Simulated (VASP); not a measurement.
A run of VASP 6.6.1:

File INCAR:

```
PREC = Accurate
ENCUT = 600
EDIFF = 1E-7
ISMEAR = -1
SIGMA = 0.05
LREAL = False
LASPH = True
NELM = 60
ALGO = Normal
ISIF = 3
LWAVE = False
LCHARG = False
METAGGA = R2SCAN
LMIXTAU = True
IBRION = 2
NSW = 60
EDIFFG = -0.01
```

The input KPOINTS:

```
Automatic mesh
0
Gamma
  10 10 10
```

File POSCAR:

```
Ir
1.0
    0.0000000000      1.9156000000      1.9156000000
    1.9156000000      0.0000000000      1.9156000000
    1.9156000000      1.9156000000      0.0000000000
Ir
1
Direct
    0.0000000000      0.0000000000      0.0000000000
```

Potentials or basis: VASP PAW PBE potentials, release 64 (Ir).

Command:

```bash
$ cat potpaw_PBE.64/Ir/POTCAR > POTCAR
$ mpirun -np 1 vasp_std > vasp.out
```

Hardware: 1 thread of Intel(R) Xeon(R) Platinum 8259CL CPU @ 2.50GHz (Skylake/Cascade Lake) (shared host).

Problem. How long does it take, and how much memory?

Solution. It took 72 s on 1 thread of Intel(R) Xeon(R) Platinum 8259CL CPU @ 2.50GHz (Skylake/Cascade Lake), on a shared host, peak memory 0.16 GiB. Counts: scf iterations 43, k points 47, ion steps 4.
